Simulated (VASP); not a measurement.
The system is SrO.

```
Sr O
1.0
     0.00000    2.56630    2.56630
     2.56630    0.00000    2.56630
     2.56630    2.56630    0.00000
Sr O
1 1
Direct
  0.50000 0.50000 0.50000
  0.00000 0.00000 0.00000
```

Base run:

* Program: VASP 6.6.1
* Functional: SCAN
* Potentials or basis: VASP PAW PBE potentials, release 64 (Sr_sv, O)
* Cutoff: 520 eV
* k mesh: 9 × 9 × 9
* Occupations: fermi-dirac, width 0.05 eV
* Spin: no spin polarisation

Its results: band gap on the k mesh 3.78 eV, indirect (least direct gap 3.87 eV); pressure 1.6 GPa.

After a change of settings the same cell gave: band gap on the k mesh 3.15 eV, indirect (least direct gap 3.24 eV); pressure -3.1 GPa. Which change was it?
A. functional from SCAN to RPBE
B. functional from SCAN to PW91
C. functional from SCAN to LDA; potentials or basis from VASP PAW PBE potentials, release 64 (Sr_sv, O) to VASP PAW LDA potentials, release 64 (Sr_sv, O)
D. functional from SCAN to AM05

C.

Caveats: the PAW data sets were made with another functional, which shifts forces and pressure a little (some runs).

Runs at the PBE level aren't shown here.
